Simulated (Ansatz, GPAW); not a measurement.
This is a calculation of ZrB2 for Ansatz 0.2.0. Atoms were shifted at random by some hundredths of an Å from the given cell, which wasn't relaxed again for these runs. 

Contents of input.yaml:

```yaml
crystal:
  lattice:
    - [3.17, 0.0, 0.0]
    - [-1.585, 2.74530053, 0.0]
    - [0.0, 0.0, 3.533]
  atoms:
    - { symbol: Zr, position: [0.000552, 0.021097, -0.008742] }
    - { symbol: B, position: [0.654668, 0.330041, 0.495783] }
    - { symbol: B, position: [0.342136, 0.665057, 0.514111] }
kpoints:
  mp_grid: { grid: [10, 10, 8] }
scf:
  occupations: { method: fermi_dirac, width: 0.05 }
hamiltonian:
  xc: pbesol
  pseudopotentials: { kind: all_electron, lapw: { basis_error: 0.001 } }
output:
  forces: true
  stress: true
  eigenvalues: true
  populations: true
```

Potentials or basis: all-electron LAPW, scalar-relativistic.

Launch:

```bash
$ ansatz run input.yaml --threads 2 --pin off --max-ram 8192MiB --backend cpu --events-out ev --progress --plain --runs-dir out
```

Q: Set up the same calculation for GPAW 26.7.0 (ASE script). Potentials or basis there: PAW data sets generated for this functional, cutoff 800 eV.

A: As run (cutoffs and basis follow the program's own potentials, and thresholds, step limits or extra output files can differ):

File run.py:

```python
from ase import Atoms
from ase.dft.bandgap import bandgap
from ase.io import write
from ase.units import GPa
from gpaw import GPAW, PW, setup_paths

setup_paths.insert(0, '.')

atoms = Atoms(['Zr', 'B', 'B'],
              cell=[[3.17, 0.0, 0.0],
                    [-1.585, 2.74530053, 0.0],
                    [0.0, 0.0, 3.533]],
              scaled_positions=[[0.000552, 0.021097, -0.008742],
                                [0.654668, 0.330041, 0.495783],
                                [0.342136, 0.665057, 0.514111]],
              pbc=True)

calc = GPAW(mode=PW(800),
            xc='PBEsol',
            kpts={'size': (10, 10, 8), 'gamma': True},
            occupations={'name': 'fermi-dirac', 'width': 0.05},
            nbands=20,
            convergence={'density': 1e-05, 'energy': 1e-05},
            maxiter=150,
            txt='gpaw.txt')
atoms.calc = calc
energy = atoms.get_potential_energy()
forces = atoms.get_forces()
stress = atoms.get_stress()
calc.write('gs.gpw')
write('result.traj', atoms)
print(f'Energy: {energy:.6f} eV')
print('Forces (eV/A):')
print(forces.round(4))
print('Stress (GPa):', (stress / GPa).round(3))
print('Fermi level:', round(calc.get_fermi_level(), 4), 'eV')
print(f'Gap: {bandgap(calc)[0]:.4f} eV, direct: {bandgap(calc, direct=True)[0]:.4f} eV')
```

Potentials or basis: PAW data sets generated in the run's folder for this functional, pw.

Launch:

```sh
$ gpaw-setup -f PBEsol B Zr
$ OMP_NUM_THREADS=1 python run.py
```

Both were run:

|  | Ansatz | GPAW |
| --- | --- | --- |
| Pressure | -3.1 GPa | -3.8 GPa |
| Largest force | 1.242 eV/Å | 1.242 eV/Å |

Where Ansatz's input types no cutoff or centring, it takes its own default and a Γ-centred mesh.

Pressure is positive in compression.
